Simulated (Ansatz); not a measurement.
# CuO (Cc) in Ansatz: further runs

One crystal, CuO, is run at these levels: PBE, PBE+U; tasks: relaxation of cell and atoms.

Everything below comes from runs of Ansatz 0.2.0. Logs are shortened: lines on timing, memory, paths and dates and some standing lists are left out, and cuts for length are marked.

**1. The crystal as given**

The structure is monoclinic, space group Cc (No. 9). The conventional cell has a = 4.689 Å, b = 3.427 Å, c = 5.132 Å, α = 90.00°, β = 99.65°, γ = 90.00°. Around Cu (site symmetry 1) lie 4 O at 1.91 to 2.02 Å. O (site symmetry 1) is surrounded by 4 Cu at 1.91 to 2.02 Å.

**2. Relaxation of cell and atoms, PBE**

input.yaml

```yaml
crystal:
  lattice:
    - [2.34464976, -1.71339982, 0.0]
    - [2.34464976, 1.71339982, 0.0]
    - [-0.86054991, 0.0, 5.05943948]
  atoms:
    - { symbol: Cu, position: [0.0032, 0.4968, 0.0] }
    - { symbol: Cu, position: [0.4968, 0.0032, 0.5] }
    - { symbol: O, position: [0.5714, 0.4056, 0.2537] }
    - { symbol: O, position: [0.4056, 0.5714, 0.7537] }
hamiltonian:
  xc: pbe
  pseudopotentials: { kind: paw }
kpoints:
  mp_grid: { grid: [10, 10, 5] }
scf:
  occupations: { method: fermi_dirac, width: 0.05 }
output:
  forces: true
  stress: true
  eigenvalues: true
relax:
  f_tol: 0.01
  max_steps: 40
  cell: { stress_tol: 0.05 }
```

Potentials or basis: Ansatz PAW.

On the command line:

```bash
> ansatz run input.yaml --threads 2 --pin off --max-ram 5632MiB --backend cpu --events-out ev --progress --plain --runs-dir out
```

Standard output:

```text
Warning: RAYON_NUM_THREADS=2 ignored (pool sized by the plan → 2); use --threads N
Engine: ansatz 0.2.0, aarch64-unknown-linux-gnu
Pseudopotentials: kind: paw
Pseudopotential: Cu, paw, valence charge 19, recommended cutoff 420 eV (normal), Cu.paw.azcp
Pseudopotential: O, paw, valence charge 6, recommended cutoff 420 eV (normal), O.paw.azcp
Functional definition: PBE
  parameter kappa = 0.804
  parameter beta = 0.06672455060314922
  exchange = pbe_x(kappa = kappa, mu = beta*pi^2/3)
  correlation = pbe_c(beta = beta)
Crystal: 4 atoms, lattice volume = 40.651 Å³
Basis set: ecut = 420 eV, 789 PW (Γ), exchange–correlation on 40×40×72 points (8 copies of the dense FFT grid, shifted against one another)
Bands: 30, of which v1, the nominal top of the filled ones, is band 25 counted from 1 (24 counted from 0)
Symmetry: 2 space group operations
Space group: Cc (ITA 9), of the structure as read, at distance tolerance 3.4e-5 Å
k-points: 141 of 500 (time reversal used)
Non-local potential: Cu, projectors of the file, l = 0: 3, l = 1: 2, l = 2: 3, l = 3: 1
Non-local potential: O, projectors of the file, l = 0: 2, l = 1: 2, l = 2: 1
PAW form: soft (Blöchl's): semilocal exchange-correlation on the pseudo side does not see the compensation charge
PAW one-centre angular grid: Cu, 590 points (default); XC on 64 Gauss nodes
PAW one-centre angular grid: O, 110 points (default); XC on 64 Gauss nodes
Initial density: superposition of atomic densities (neutral atoms: chi_scale 0, normalization atom), corrected by the library's trained network
Initial wavefunctions: pseudopotential atomic-orbital guess
Functional: x = pbe(κ = 0.804, μ = 0.2195149727645171), c = pbe(β = 0.06672455060314922)
SCF iter   1: F=—  HF=-14382.318322 eV  |F-HF|=—  |Δ(HF+E_count)|=         —  Δρ=4.82e-3  dr2=2.33e-3  ethr=1.77e-3  ⟨swp⟩=5.8  Hψ=14726  notcnv=0
preconditioner: auto → Kerker (q_TF=auto, 2.824 Å⁻¹)  [metal: Δε(μ)=0.018 eV  Ē_g=11.228 eV  σ=0.050 eV  W_gap=0.09  n_scr=20 (ndim 8)  ℏωp=34.0 eV  f_vac=0.000  D(μ)=2.34/eV (n_scr^D=26)]
SCF iter   2: F=—  HF=-14382.318000 eV  |F-HF|=—  |Δ(HF+E_count)|=   3.22e-4  Δρ=2.38e-3  dr2=7.08e-4  ethr=4.67e-6  ⟨swp⟩=2.0  Hψ=7718  notcnv=0
SCF iter   3: F=—  HF=-14382.317875 eV  |F-HF|=—  |Δ(HF+E_count)|=   1.25e-4  Δρ=3.75e-4  dr2=4.65e-5  ethr=1.42e-6  ⟨swp⟩=2.7  Hψ=5946  notcnv=0
SCF iter   4: F=—  HF=-14382.317863 eV  |F-HF|=—  |Δ(HF+E_count)|=   1.22e-5  Δρ=1.30e-4  dr2=6.08e-6  ethr=9.30e-8  ⟨swp⟩=2.0  Hψ=6638  notcnv=0
SCF iter   5: F=—  HF=-14382.317864 eV  |F-HF|=—  |Δ(HF+E_count)|=   9.15e-7  Δρ=4.60e-5  dr2=6.27e-7  ethr=1.22e-8  ⟨swp⟩=2.1  Hψ=6599  notcnv=0
SCF iter   6: F=—  HF=-14382.317864 eV  |F-HF|=—  |Δ(HF+E_count)|=   2.20e-7  Δρ=2.98e-5  dr2=2.34e-7  ethr=2.00e-10  ⟨swp⟩=5.1  Hψ=17979  notcnv=0
SCF iter   7: F=-14382.317864 eV  HF=-14382.317864 eV  |F-HF|=9.39e-9  |Δ(HF+E_count)|=   7.95e-8  Δρ=7.92e-6  dr2=1.39e-8  ethr=2.00e-10  ⟨swp⟩=4.7  Hψ=16279  notcnv=0
SCF 1 converged in 7 iterations: F = -14382.317864 eV  dr2 = 1.39e-8
relax step   1: F+E_penalty+E_count = -14382.31786399 eV  Δ(F+E_penalty+E_count) = +0.000e0 eV  max|allowed force component| = 6.291e-1 eV/Å  Δτ_max = 0.0000 Å  P = +5.696 GPa  Ω = 40.651 Å³  (7 SCF iters, dr2 threshold 1.00e-7 eV, accepted)
Crystal: 4 atoms, lattice volume = 41.956 Å³
Basis set: ecut = 420 eV, 815 PW (Γ), exchange–correlation on 40×40×72 points (8 copies of the dense FFT grid, shifted against one another)
Initial density: handed on by an earlier stage of this run
Initial wavefunctions: those handed on with the density
iter 1 solved again at ethr=1.29e-5 eV; its pass at ethr=3.10e-3 eV (dr2=6.47e-3 eV) is discarded
SCF iter   1: F=—  HF=-14382.386854 eV  |F-HF|=—  |Δ(HF+E_count)|=         —  Δρ=6.05e-3  dr2=6.74e-3  ethr=1.29e-5  ⟨swp⟩=2.1  Hψ=23185  notcnv=0
preconditioner: auto → Kerker (q_TF=auto, 2.809 Å⁻¹)  [metal: Δε(μ)=0.003 eV  Ē_g=11.079 eV  σ=0.050 eV  W_gap=0.01  n_scr=20 (ndim 8)  ℏωp=33.4 eV  f_vac=0.005  D(μ)=2.46/eV (n_scr^D=26)]
SCF iter   2: F=—  HF=-14382.386138 eV  |F-HF|=—  |Δ(HF+E_count)|=   7.16e-4  Δρ=2.81e-3  dr2=1.40e-3  ethr=1.29e-5  ⟨swp⟩=1.0  Hψ=4230  notcnv=0
SCF iter   3: F=—  HF=-14382.386137 eV  |F-HF|=—  |Δ(HF+E_count)|=   1.33e-6  Δρ=7.74e-4  dr2=1.80e-4  ethr=2.80e-6  ⟨swp⟩=2.0  Hψ=6096  notcnv=0
[... 195 lines left out ...]
Crystal: 4 atoms, lattice volume = 44.795 Å³
iter 1 solved again at ethr=1.12e-7 eV; its pass at ethr=3.10e-3 eV (dr2=5.58e-5 eV) is discarded
SCF iter   1: F=—  HF=-14382.572341 eV  |F-HF|=—  |Δ(HF+E_count)|=         —  Δρ=7.74e-4  dr2=6.22e-5  ethr=1.12e-7  ⟨swp⟩=2.0  Hψ=22797  notcnv=0
preconditioner: auto → LDOS  [metal: Δε(μ)=0.068 eV  Ē_g=11.069 eV  σ=0.050 eV  W_gap=0.31  n_scr=16 (ndim 8)  ℏωp=32.4 eV  f_vac=0.051  D(μ)=2.53/eV (n_scr^D=20)  β→1.0]
[... 21 lines left out ...]
SCF iter   3: F=—  HF=-14382.572486 eV  |F-HF|=—  |Δ(HF+E_count)|=   1.06e-7  Δρ=2.76e-5  dr2=1.79e-7  ethr=4.82e-11  ⟨swp⟩=5.7  Hψ=18327  notcnv=0
SCF iter   4: F=-14382.572486 eV  HF=-14382.572486 eV  |F-HF|=2.41e-8  |Δ(HF+E_count)|=   4.25e-8  Δρ=9.02e-6  dr2=1.73e-8  ethr=4.82e-11  ⟨swp⟩=3.0  Hψ=17000  notcnv=0
SCF 21 converged in 4 iterations: F = -14382.572486 eV  dr2 = 1.73e-8
relax step  21: F+E_penalty+E_count = -14382.57248597 eV  Δ(F+E_penalty+E_count) = -1.874e-5 eV  max|allowed force component| = 4.245e-4 eV/Å  Δτ_max = 0.0006 Å  P = +0.001 GPa  Ω = 44.805 Å³  energy of the carried Pulay correction = -3.764e-5 eV  (4 SCF iters, dr2 threshold 2.41e-8 eV, accepted)
iter 1 solved again at ethr=8.46e-8 eV; its pass at ethr=3.10e-3 eV (dr2=4.23e-5 eV) is discarded
SCF iter   1: F=—  HF=-14382.572665 eV  |F-HF|=—  |Δ(HF+E_count)|=         —  Δρ=5.70e-5  dr2=6.70e-8  ethr=8.46e-8  ⟨swp⟩=3.0  Hψ=26242  notcnv=0
preconditioner: auto → LDOS  [metal: Δε(μ)=0.072 eV  Ē_g=11.068 eV  σ=0.050 eV  W_gap=0.32  n_scr=16 (ndim 8)  ℏωp=32.3 eV  f_vac=0.050  D(μ)=2.53/eV (n_scr^D=20)  β→1.0]
SCF iter   2: F=—  HF=-14382.572571 eV  |F-HF|=—  |Δ(HF+E_count)|=   9.35e-5  Δρ=1.80e-5  dr2=7.89e-8  ethr=1.34e-10  ⟨swp⟩=2.0  Hψ=7796  notcnv=0
SCF iter   3: F=—  HF=-14382.572571 eV  |F-HF|=—  |Δ(HF+E_count)|=   1.82e-8  Δρ=6.70e-6  dr2=1.12e-8  ethr=1.34e-10  ⟨swp⟩=2.0  Hψ=7492  notcnv=0
SCF iter   4: F=—  HF=-14382.572571 eV  |F-HF|=—  |Δ(HF+E_count)|=   4.29e-9  Δρ=2.75e-6  dr2=2.31e-9  ethr=2.25e-11  ⟨swp⟩=2.0  Hψ=7113  notcnv=0
SCF iter   5: F=—  HF=-14382.572571 eV  |F-HF|=—  |Δ(HF+E_count)|=  3.58e-10  Δρ=1.86e-6  dr2=1.01e-9  ethr=4.63e-12  ⟨swp⟩=1.0  Hψ=4230  notcnv=0
SCF iter   6: F=—  HF=-14382.572571 eV  |F-HF|=—  |Δ(HF+E_count)|=  3.09e-11  Δρ=4.22e-7  dr2=5.09e-11  ethr=2.01e-12  ⟨swp⟩=2.4  Hψ=5444  notcnv=0
SCF iter   7: F=-14382.572571 eV  HF=-14382.572571 eV  |F-HF|=1.09e-11  |Δ(HF+E_count)|=  1.82e-12  Δρ=4.51e-8  dr2=4.86e-13  ethr=1.00e-12  ⟨swp⟩=4.0  Hψ=13048  notcnv=0
SCF 22 converged in 7 iterations: F = -14382.572571 eV  dr2 = 4.86e-13
relax step  22: F+E_penalty+E_count = -14382.57257142 eV  Δ(F+E_penalty+E_count) = -8.544e-5 eV  max|allowed force component| = 4.538e-4 eV/Å  Δτ_max = 0.0000 Å  P = +0.001 GPa  Ω = 44.805 Å³  stress off target by 2.22e-2 GPa  SCF on the basis re-selected at this cell (its energy is not comparable with the rows above)  (7 SCF iters)
basis re-selected at this cell: Δ(F+E_penalty+E_count) = -8.544e-5 eV, ΔP = +0.000 GPa vs the last step (what re-selecting the basis moved, of the pressure what is left beyond the Pulay correction that the steps carried, after the strain that the cell walked since its last selection, with what the two solves' SCF thresholds leave and, on support functions, any second-order correction that the steps lacked; it is no measure of the basis error at this ecutwfc). This SCF's stress stands 2.22e-2 GPa from its target on what of the cell is left free (relax.cell.stress_tol is 5.00e-2 GPa) and its largest allowed force component is 4.54e-4 eV/Å (relax.f_tol is 1.00e-2 eV/Å): within both
SCF converged after 7 iterations
Free energy (F): -14382.572571 eV
Harris-Foulkes:  -14382.572571 eV  (|F-HF|=1.09e-11)
Internal energy: -14382.551808 eV  (E = F + TS)
E sigma→0 (E₀):  -14382.562189 eV
Entropy (-TS):   -0.020764 eV (-5.191 meV/atom)
Fermi energy:    10.661540 eV
--- Per-component energies (eV) ---
  E_band       = -934.610702
  E_kinetic    = 941.012409
  E_local      = -10197.500065  (includes V_loc(G=0)·N_el)
  E_nonlocal   = 875.993883
  E_hartree    = 4413.622968
  E_xc         = -323.246294
  E_vxc        = -414.856335  (∫ρ·V_xc dr)
  E_paw        = -3637.408329  (= ΣΔE_a)
  E_vpaw       = -966.511961  (= ΣTr[D̂ρ^β])
  E_aug_tail   = 0.005515  (compensation charges beyond the density's cutoff)
  E_ewald      = -6455.031894
  E_smearing   = -0.020764  (= −TS)
  E_closure    = -0.000000  (closes the sum)
  Σ components = -14382.572571   (vs F -14382.572571, Δ=0.00e0)
--- Forces (eV/Å), atoms counted from 1 ---
  atom   1  Cu     0.00008220     0.00004886     0.00000218
  atom   2  Cu     0.00008220    -0.00004886     0.00000218
  atom   3  O     -0.00008221    -0.00045379    -0.00000229
  atom   4  O     -0.00008221     0.00045379    -0.00000229
  max |Σ_I F_I| component: 2.18e-7 eV/Å
--- Stress (GPa, compression-positive) ---
       -0.019871      -0.000000       0.004924
       -0.000000       0.022217       0.000000
        0.004924       0.000000       0.000518
  P = ⅓ Tr σ = 0.0010 GPa (0.010 kbar)
--- Band table (eV; the first three rows and the last of 141) ---
  k-point 0: bands = ["-102.0116", "-102.0113", "-59.5059", "-59.5059", "-59.4701", "-59.4647", "-59.1699", "-59.1699", "-9.0843", "-7.7782", "2.6267", "5.2803", "5.2855", "6.9886", "7.2169", "7.2173", "7.4395", "7.7363", "8.2394", "8.3161", "8.3182", "8.3328", "8.4235", "8.7977", "11.3469", "11.3529", "12.0299", "16.7104", "17.8974", "23.7749"]
  k-point 1: bands = ["-102.0115", "-102.0113", "-59.5059", "-59.5059", "-59.4696", "-59.4653", "-59.1699", "-59.1699", "-8.9793", "-7.9288", "3.0127", "5.2928", "5.2971", "6.8287", "7.0472", "7.0472", "7.1997", "7.4391", "8.3192", "8.3414", "8.4148", "8.6032", "8.6057", "8.7042", "11.1831", "11.1885", "12.5493", "15.7654", "19.1791", "23.9060"]
  k-point 2: bands = ["-102.0115", "-102.0114", "-59.5059", "-59.5059", "-59.4683", "-59.4666", "-59.1699", "-59.1699", "-8.6887", "-8.2910", "4.0533", "5.3147", "5.3165", "5.4738", "6.8485", "6.8486", "7.2787", "7.4029", "8.3640", "8.3763", "8.3920", "8.5098", "9.0510", "9.0526", "10.8593", "10.8619", "13.5598", "14.6312", "21.1802", "23.2227"]
  k-point 140: bands = ["-102.0104", "-102.0104", "-59.5166", "-59.5158", "-59.4655", "-59.4655", "-59.1783", "-59.1779", "-7.8328", "-7.6829", "4.6438", "4.6542", "5.2289", "5.2787", "5.2887", "5.4061", "7.7057", "7.9550", "8.3501", "8.3503", "8.7229", "8.7235", "9.3120", "9.3127", "9.7905", "10.5977", "14.0232", "15.3357", "20.8920", "20.9124"]
--- Relaxed structure (17 steps of the walk, 17 accepted, 5 SCFs on fresh bases) ---
  F+E_penalty+E_count = -14382.57257142 eV   max|allowed force component| = 4.538e-4 eV/Å   (the final SCF, on the basis selected at the relaxed cell)
  cell:  # Å, volume = 44.8051 Å³
    - [2.0820960714214207, -2.0832990239462346, 0.1650321271199664]
    - [2.0820960714214207, 2.0832990239462346, 0.1650321271199664]
    - [-0.4080684218925391, 0.0, 5.132357525343406]
  atoms:
    - { symbol: Cu, position: [-0.00574888828643365, 0.49424526573929495, 0.0018500389072017842] }
    - { symbol: Cu, position: [0.494245265739295, -0.005748888286433627, 0.5018500389072019] }
    - { symbol: O, position: [0.4942906929365123, 0.49421292961062635, 0.25184996109279817] }
    - { symbol: O, position: [0.49421292961062635, 0.4942906929365123, 0.7518499610927982] }
```

It took 3.4 min on 2 threads of Arm Neoverse V1, shared host; peak memory 0.42 GiB.

What came out:

```
Free energy                            : -14382.5726 eV
Relaxed volume                         : 11.20 Å³/atom
Relaxed cell                           : a = 2.950 Å, b = 2.950 Å, c = 5.149 Å, α = 90.01°, β = 90.01°, γ = 89.85°
Space group after relaxing (to 0.05 Å) : P4_2/mmc (No. 131)
Energy gained by relaxing              : 63.7 meV/atom
Ionic steps                            : 22
Pressure after relaxing                : 0.0 GPa
Band gap on the k mesh                 : none (metal or under the smearing width)
```

The path:
```
step  energy change (eV)  largest force (eV/Å)  volume (Å³)
   1              0.0000                0.7586        40.65
   2             -0.0683                0.5764        41.96
   3             -0.1282                0.2782        42.48
   4             -0.1546                0.0638        43.93
   5             -0.1618                0.0062        43.55
   6             -0.1622                0.0015        43.66
   7             -0.1622                0.0002        43.65
   8             -0.2094                0.0019        43.65
   9             -0.2286                0.0032        44.18
  10             -0.2335                0.0163        44.77
  11             -0.2352                0.0019        44.55
  12             -0.2349                0.0002        44.61
  13             -0.2350                0.0002        44.60
  14             -0.2483                0.0020        44.60
  15             -0.2516                0.0006        44.73
  16             -0.2520                0.0003        44.77
  17             -0.2520                0.0002        44.78
  18             -0.2540                0.0000        44.78
  19             -0.2544                0.0004        44.79
  20             -0.2546                0.0004        44.79
  21             -0.2546                0.0004        44.81
  22             -0.2547                0.0005        44.81
```

Final structure:
```cif
data_structure
_symmetry_space_group_name_H-M 'P 1'
_symmetry_Int_Tables_number 1
_cell_length_a 2.9500
_cell_length_b 2.9500
_cell_length_c 5.1486
_cell_angle_alpha 90.010
_cell_angle_beta 90.010
_cell_angle_gamma 89.854
_cell_volume 44.81
loop_
_atom_site_label
_atom_site_type_symbol
_atom_site_fract_x
_atom_site_fract_y
_atom_site_fract_z
_atom_site_occupancy
Cu1 Cu 0.99425 0.49425 0.00185 1
Cu2 Cu 0.49425 0.99425 0.50185 1
O1 O 0.49429 0.49421 0.25185 1
O2 O 0.49421 0.49429 0.75185 1
```

Caveat: the plane-wave basis is chosen anew once the cell has moved, so the energies of steps on either side of that aren't comparable; the pressure holds a Pulay correction of +0.6 GPa for the finite cutoff; the volume moved by +10 % from the deposited cell, more than functionals usually miss; the run has no spin polarisation, though such a crystal can be magnetic; semilocal functionals often make such compounds metallic where correlation or magnetic order opens a gap, which also shifts bond lengths.

(Part 1 of 2 ends here.)
